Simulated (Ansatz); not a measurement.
Crystal: Hf.

```
Hf
1.0
     0.00000    2.22000    2.22000
     2.22000    0.00000    2.22000
     2.22000    2.22000    0.00000
Hf
1
Direct
  0.00000 0.00000 0.00000
```

This isn't the form of Hf at room conditions, which is hcp.

- Program: Ansatz 0.2.0
- Task: relaxation of cell and atoms
- Functional: PBEsol
- Dispersion: D4
- Potentials or basis: Ansatz PAW
- Cutoff: 420 eV (not typed: the program's choice for these potentials)
- k mesh: 10 × 10 × 10
- Occupations: fermi-dirac, width 0.05 eV
- Spin: no spin polarisation

At the start: volume 21.88 Å³/atom.

**Question.** Where does the relaxation end?

**Answer.** It ends after 4 steps and the volume is 21.37 Å³/atom (-2.3 %); space group Fm-3m (No. 225, to 0.05 Å).

Step by step:
```
step  energy change (eV)  largest force (eV/Å)  volume (Å³)
   1              0.0000                0.0000        21.88
   2             -0.0043                0.0000        21.39
   3             -0.0044                0.0000        21.37
   4             -0.0042                0.0000        21.37
```

Final structure:
```
Hf
1.0
     0.00000    2.20249    2.20249
     2.20249    0.00000    2.20249
     2.20249    2.20249    0.00000
Hf
1
Direct
  0.00000 0.00000 0.00000
```

Caveat: the plane-wave basis is chosen anew once the cell has moved, so the energies of steps on either side of that aren't comparable; pairwise dispersion overbinds metals, which lowers pressure and volume; the PAW data sets come from PBE, with cores solved anew for the run's functional, which leaves a small shift of forces and pressure.
